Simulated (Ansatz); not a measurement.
# Mo: two-dimensional strain map

All numbers below come from Ansatz, DFT PBE, scalar-relativistic, plane waves, PAW. The runs took a 420 eV cutoff, a Γ-centred 22×22×22 mesh and Gaussian smearing (0.15 eV). No spin polarisation. Energies are free energies at this smearing, counted from the undisturbed cell; pressure is positive in compression.

The undisturbed cell (as given, not relaxed at this level; it stands at 4.8 GPa):

```yaml
crystal:
  lattice:
    - [-1.57100, 1.57100, 1.57100]
    - [1.57100, -1.57100, 1.57100]
    - [1.57100, 1.57100, -1.57100]
  atoms:
    - { symbol: Mo, position: [0.00000, 0.00000, 0.00000] }
```

The cell is strained by p along both x and y and by q along z, fractional coordinates fixed. Points are written (p, q).

Energy above the undisturbed cell in meV/atom (a dash: not computed):

```
 p \ q  -0.080  -0.040  0.000  0.040  0.080
-0.080  1106.1       ?  573.1  451.5  390.6
-0.040   505.8   273.7  150.0  108.6  128.1
 0.000   214.4    59.5    0.0      ?   89.1
 0.040   150.2    62.3      ?  113.5      ?
 0.080   241.5   220.3  257.3  349.9  487.8
```

(1) Fill in the withheld energies.

## Answers

(1) (-0.080, -0.040): 781.7; (0.000, 0.040): 15.8; (0.040, 0.000): 54.5; (0.040, 0.080): 224.5.